Diamond under hydrostatic strain, calculated with Ansatz 0.2.0 using HSE06, PAW potentials, a 420 eV plane-wave cutoff and an 8×8×8 k mesh, without spin polarisation or spin–orbit coupling. The cells are strained from the r2SCAN geometry. Each gap is the least found over the mesh, the named k points and any path computed between them.

| volume (Å³/atom) | shortest distance (Å) | band gap (eV) | least direct gap (eV) |
| --- | --- | --- | --- |
| 4.991 | 1.480 | 5.616 | 7.371 |
| 5.148 | 1.495 | 5.534 | 7.276 |
| 5.309 | 1.511 | 5.453 | 7.181 |
| 5.473 | 1.526 | 5.374 | 7.087 |
| 5.641 | 1.542 | 5.301 | 6.994 |
| 5.812 | 1.557 | 5.229 | 6.906 |
| 5.899 | 1.565 | 5.192 | 6.860 |
| 5.986 | 1.572 | 5.156 | 6.816 |
| 6.144 | 1.586 | 5.095 | 6.736 |
| 6.164 | 1.588 | 5.085 | 6.727 |
| 6.345 | 1.603 | 5.014 | 6.639 |
| 6.622 | 1.626 | 4.914 | 6.509 |

Stretching diamond narrows its gap. The volume per atom grows by about a third over the series, and both the band gap and the least direct gap fall at every step. The band gap loses 0.70 eV and the direct gap 0.86 eV, in each case about an eighth of the value in the most compressed crystal. The crystal without stress lies between the volumes 5.473 and 5.641 Å³ per atom. Smaller cells are squeezed and larger ones are pulled apart, so the table follows one material through compression and tension.

The band edges very nearly keep their places throughout. The highest filled state stays at Γ, the centre of the Brillouin zone, and the lowest empty state stays about three quarters of the way from Γ to the zone boundary at X. The gap therefore changes because the same states move relative to each other, and the question is what moves them.

The basic cause is the weakening of the bonds. Orbitals on neighbouring carbon atoms combine into filled bonding and empty antibonding states, and the energy between the two sets grows with the overlap. When the bonds lengthen, the overlap shrinks and the two sets draw together. A simple rule lets every such coupling fall as $1/d^2$, where $d$ is the shortest distance between atoms. If all couplings obeyed it, and the fixed difference between the atomic $2s$ and $2p$ levels could be neglected, every energy difference between bands would follow

$$E(d)=E(d_0)\left(\frac{d_0}{d}\right)^2 ,$$

with $d_0$ the distance in a reference crystal.

Take the row at 5.641 Å³ as reference and predict the direct gap of the most stretched crystal. The rule gives $6.994\times(1.542/1.626)^2\approx 6.29$ eV, while the calculation gives 6.509 eV. The predicted row played no part in setting the rule. The sign is right, but the predicted fall from the reference is nearly half as large again as the computed one. The band gap shows the same fault: over the whole series it falls roughly as $d^{-1.4}$, more gently than the rule demands. A gentler fall isn't the outcome for every state: between 5.309 and 6.164 Å³ the single empty level above the threefold one at Γ, expected to be the antibonding $s$ state, comes 3.55 eV closer to the valence top, about twice what the rule gives.

For the band gap, the energy levels let the change be split into parts. Its two edges lie at different points of the zone, so it can be written as a difference:

$$E_\text{gap}=E_\text{vertical}-E_\text{rise}.$$

Here $E_\text{vertical}$ is the distance from the highest filled to the lowest empty state at the conduction minimum. $E_\text{rise}$ is the height by which the valence band climbs from that point to its top at Γ. At 5.309 Å³ the two parts are about 12.1 and 6.7 eV, both larger than the gap that remains between them.

Expansion reduces both parts, and their changes largely cancel. Between 5.309 and 6.164 Å³, with the levels taken in both crystals at the mesh point nearest the minimum, the vertical distance falls by 1.252 eV, which alone would close the gap by that amount. The valence band flattens at the same time, and its rise falls by 0.886 eV, which opens the gap again. The net loss is $1.252-0.886=0.366$ eV, less than a third of the first effect.

The cancellation also accounts for the gentle power. If both parts shrank at the same relative rate, their difference would shrink at that rate too. Between these two volumes the vertical distance falls roughly as $d^{-2.2}$, close to the simple rule, but the valence rise falls roughly as $d^{-2.9}$. With the subtracted part fading faster, the gap fades more slowly than either. This is bookkeeping and not yet a cause, since the valence level at the minimum drops out of the difference. The gap can be split just as well through Γ: between the same volumes the direct gap falls by 0.454 eV and the descent of the conduction band from Γ to its minimum shrinks by only 0.088 eV, so the band gap mostly follows the direct gap, with which it shares the valence top.

Why the valence rise should be so sensitive can be argued from the shape of the $2p$ orbitals. They couple end-on along a bond with strength $V_\sigma$ and side-on with strength $V_\pi$, both taken as positive. Adding the four bonds around an atom gives a splitting of $\tfrac{8}{3}(V_\sigma-2V_\pi)$ between the bonding and antibonding $p$ states at Γ. For the valence band the same sum gives a rise of $4V_\pi$ from X to Γ, in which the end-on coupling has dropped out. The conduction minimum lies close enough to X for side-on coupling to matter strongly there as well.

Side-on overlap falls off steadily as atoms separate. End-on overlap changes less near the bond length of diamond, because at short distance each lobe already reaches into the region of opposite sign on its neighbour. The valence rise should then shrink quickly. The direct gap at Γ should shrink slowly, since the loss of $V_\sigma$ is partly made good by the loss of the opposing $V_\pi$. The couplings are expected to follow the overlaps in trend but not in size, and a modest difference in rate is enough: the splitting is what remains of two larger terms, so $V_\sigma$ itself may still fall about as $1/d^2$. The computed direct gap does fall only as about $d^{-1.3}$, which agrees with this argument but doesn't establish it, because the real conduction states contain more than $2p$ orbitals.

Silicon shows how delicate the balance is. Its conduction minimum also lies on the way from Γ to X, yet its gap is known to narrow under compression, where that of diamond widens. In the terms used here, that means the valence rise of silicon must grow faster in electronvolts than the vertical distance, which restates the sign without explaining it. For a neighbouring semiconductor with such an indirect gap, stronger bonding under pressure is therefore not enough to fix the sign; one has to ask which of the two parts gains more.

One step in the table looks most out of line. From 6.144 to 6.164 Å³ the band gap drops by 10 meV, which is too steep for so small a change of volume. The conduction minimum falls between the points of the regular mesh. The row at 6.164 Å³ uses a point nearer the minimum, which lowers its gap by 2.4 meV, whereas the row at 6.144 Å³ keeps the mesh point. With the mesh point in both rows the drop is 7.7 meV, which for its change of volume is in line with the neighbouring steps, so the kink comes from sampling and not from the bonds. The row at 6.622 Å³ keeps the mesh point too, while its neighbour at 6.345 Å³ is lowered by 3.58 meV, which makes the last step look a little too gentle.

The slope against volume also flattens overall as the crystal expands, partly because a given added volume is a smaller fraction of a larger cell; a wiggle of about a meV near 5.899 Å³ remains even in the mesh gaps and isn't traced here. A straight line in the logarithm of the volume, fitted to the mesh gaps of all twelve rows, takes this into account and misses no row by more than 8 meV. Its slope, the deformation potential of the gap, is $-2.47$ eV; the output below gives the details.

For diamond strained equally from all sides, this yields a working rule: each per cent of added volume takes about 25 meV off the band gap, and each per cent of compression adds about as much; the local figure is nearer 26 meV in the squeezed cells and 24 meV in the stretched ones. The rule holds for atoms at rest. It shouldn't be used alone for a heated crystal, where vibrations shift the gap as well, or for a film strained only in its plane, where the valence top also splits.

The analysis program printed:

```
Slopes, sampling and misses of the inverse-square rule:
    row  gap slope eV/A3  mesh gap slope eV/A3  off-mesh lowering meV  gap miss eV  direct miss eV
  4.991              n/a                   n/a                      0       0.1358          0.2178
  5.148          -0.5223               -0.5228                      0       0.1003          0.1577
  5.309          -0.5031               -0.5005                      0      0.06676          0.1016
  5.473          -0.4817               -0.4794                   0.13      0.03493          0.0494
  5.641          -0.4345               -0.4404                      0            0               0
  5.812          -0.4211               -0.4121                   0.95     -0.03249        -0.04987
  5.899          -0.4253                -0.417                   1.58     -0.04671        -0.07144
  5.986          -0.4138               -0.4125                   1.61     -0.06069        -0.09338
  6.144          -0.3861               -0.3995                      0     -0.08742         -0.1291
  6.164             -0.5                -0.386                   2.42     -0.08826         -0.1344
  6.345          -0.3923               -0.3851                   3.58      -0.1127         -0.1724
  6.622           -0.361               -0.3732                      0      -0.1504          -0.224
fit of gm on 12 rows: constant 9.579 +/- 0.024, coefficient of log(vol) -2.47 +/- 0.014; rms 0.00365, worst 4.991 -0.0078, leave-one-out rms 0.00488
Fall of band gap over the series, eV: 0.702
Fall of direct gap over the series, eV: 0.862
Fall of band gap by the inverse-square rule, eV: 0.9882
Fall of direct gap by the inverse-square rule, eV: 1.304
Inverse power of bond length, mesh band gap: 1.416
Inverse power of bond length, direct gap: 1.319
Vertical gap at conduction minimum, volume 5.309, eV: 12.12
Fall of that vertical gap from 5.309 to 6.164, eV: 1.252
Valence rise from there to Gamma, volume 5.309, eV: 6.664
Fall of that valence rise from 5.309 to 6.164, eV: 0.8855
Net fall of mesh band gap from 5.309 to 6.164, eV: 0.3661
Inverse power of bond length, vertical gap at minimum: 2.19
Inverse power of bond length, valence rise from minimum: 2.865
Inverse power of bond length, valence rise from L: 2.733
Tabulated gap step from 6.144 to 6.164, meV: -10
Mesh gap step from 6.144 to 6.164, meV: -7.72
```
